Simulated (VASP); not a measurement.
## Mg under changes of volume

One of the cells (25.025 Å³/atom); the others are scaled copies at fixed shape and fractional positions:

```
Mg
1.0
     3.07050    0.00000    0.00000
    -1.53525    2.65913    0.00000
     0.00000    0.00000    3.06500
Mg
1
Direct
  0.00000 0.00000 0.00000
```

This isn't the form of Mg at room conditions, which is hcp.

| Property | Result |
| --- | --- |
| Program | VASP 6.6.1 |
| Functional | PBE |
| Potentials or basis | VASP PAW PBE potentials, release 64 (Mg) |
| Cutoff | 520 eV |
| k mesh | 10 × 10 × 9 |
| Occupations | fermi-dirac, width 0.05 eV |
| Spin | no spin polarisation |

```tsv
volume (Å³/atom)	energy over the lowest point (meV/atom)	pressure (GPa)
23.063	?	?
23.553	14.21	2.6
24.044	7.54	1.8
25.025	0.62	0.5
25.516	0.00	-0.1
26.007	1.04	-0.6
```

Q: What does the run at 23.063 Å³/atom give?

A: Energy over the lowest point 23.32 meV/atom; pressure 3.4 GPa.

Worked out: A Birch-Murnaghan fit of order 3 (a polynomial in V^(-2/3)) to the other rows has its minimum at 25.45 Å³/atom with B0 = V·E''(V) = 29 GPa and B' = 3.8 at fixed shape and positions, which overstates the stiffness. It gives 23.29 meV/atom at 23.063 Å³/atom, against the run's 23.32, and -dE/dV = 3.4 GPa, against 3.4.

Energies are extrapolated to zero smearing.
